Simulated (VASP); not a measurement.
Calculation: PBE GGA, VASP's PBE PAW potentials (set 64) (plane waves; VASP).

VASP ran on this input.

INCAR:
```
# general
SYSTEM   =  CsCl
PREC     =  Normal
ENCUT    =  400
LREAL    =  .FALSE.
LASPH    =  .TRUE.

# electronic loop
EDIFF    =  1E-5
NELM     =  100
NELMIN   =  4
ALGO     =  Fast
LMAXMIX  =  4

# smearing
ISMEAR   =  0
SIGMA    =  0.05

# functional
GGA      =  PE

# ions
IBRION   =  2
NSW      =  20
ISIF     =  2
EDIFFG   =  -0.03

# output
LWAVE    =  .FALSE.
LCHARG   =  .FALSE.
```

**KPOINTS**
```
Automatic mesh
0
Gamma
7 7 7
0 0 0
```

### POSCAR
```
CsCl
1.0
  4.2090623178   0.0000000000   0.0000000000
  0.0000000000   4.2090623178   0.0000000000
  0.0000000000   0.0000000000   4.2090623178
Cs Cl
1 1
Cart
  0.0000000000   0.0000000000   0.0000000000
  2.1045311589   2.1045311589   2.1045311589
```

POTCAR, in this order: Cs_sv Cl (PBE.64 set). Program: vasp_std.

Output of the run:

### OSZICAR
```
       N       E                     dE             d eps       ncg     rms          rms(c)
DAV:   1     0.918466749266E+02    0.91847E+02   -0.59791E+03   480   0.933E+02
DAV:   2    -0.249183208723E+00   -0.92096E+02   -0.85048E+02   764   0.175E+02
DAV:   3    -0.690924311102E+01   -0.66601E+01   -0.66361E+01   612   0.541E+01
DAV:   4    -0.697796931410E+01   -0.68726E-01   -0.68693E-01   576   0.687E+00
DAV:   5    -0.697897876212E+01   -0.10094E-02   -0.10092E-02   608   0.821E-01    0.230E+00
RMM:   6    -0.658329061301E+01    0.39569E+00   -0.60860E-01   480   0.348E+00    0.154E+00
RMM:   7    -0.654067626311E+01    0.42614E-01   -0.44017E-01   480   0.265E+00    0.129E+00
RMM:   8    -0.655211250530E+01   -0.11436E-01   -0.10834E-01   480   0.176E+00    0.664E-01
RMM:   9    -0.654135445058E+01    0.10758E-01   -0.17517E-02   480   0.695E-01    0.372E-01
RMM:  10    -0.654171044762E+01   -0.35600E-03   -0.20557E-02   480   0.613E-01    0.259E-01
RMM:  11    -0.654124195117E+01    0.46850E-03   -0.20060E-03   480   0.246E-01    0.717E-02
RMM:  12    -0.654122025739E+01    0.21694E-04   -0.26866E-04   420   0.939E-02    0.298E-02
RMM:  13    -0.654121858224E+01    0.16752E-05   -0.12189E-04   400   0.595E-02    0.656E-03
RMM:  14    -0.654121770457E+01    0.87768E-06   -0.10443E-05   329   0.217E-02
   1 F= -.65412177E+01 E0= -.65412177E+01  d E =-.654122E+01
```

OUTCAR:
```
------------------------ aborting loop because EDIFF is reached ----------------------------------------
  FORCE on cell =-STRESS in cart. coord.  units (eV):
  Direction    XX          YY          ZZ          XY          YZ          ZX
  --------------------------------------------------------------------------------------
  Total        0.0013443      0.0013443      0.0013443     -0.0000000      0.0000000     -0.0000000
  in kB        0.0288839      0.0288839      0.0288839     -0.0000000      0.0000000     -0.0000000
  external PRESSURE =       0.0288839 kB  Pullay stress =       0.0000000 kB
  volume of cell :       74.57
      direct lattice vectors                 reciprocal lattice vectors
     4.209062318  0.000000000  0.000000000     0.237582607  0.000000000  0.000000000
     0.000000000  4.209062318  0.000000000     0.000000000  0.237582607  0.000000000
     0.000000000  0.000000000  4.209062318     0.000000000  0.000000000  0.237582607
 POSITION                                       TOTAL-FORCE (eV/Angst)
 -----------------------------------------------------------------------------------
      0.00000      0.00000      0.00000         0.000000      0.000000      0.000000
      2.10453      2.10453      2.10453         0.000000      0.000000      0.000000
 -----------------------------------------------------------------------------------
    total drift:                                0.000000      0.000000     -0.000000
  FREE ENERGIE OF THE ION-ELECTRON SYSTEM (eV)
  ---------------------------------------------------
  free  energy   TOTEN  =        -6.5412177046 eV

  energy  without entropy=       -6.5412177046  energy(sigma->0) =       -6.54121770

 reached required accuracy - stopping structural energy minimisation
```
(Selected blocks of OUTCAR.)

The compound is CsCl in the CsCl type structure. It was relaxed first, which changed the volume by +7 %.
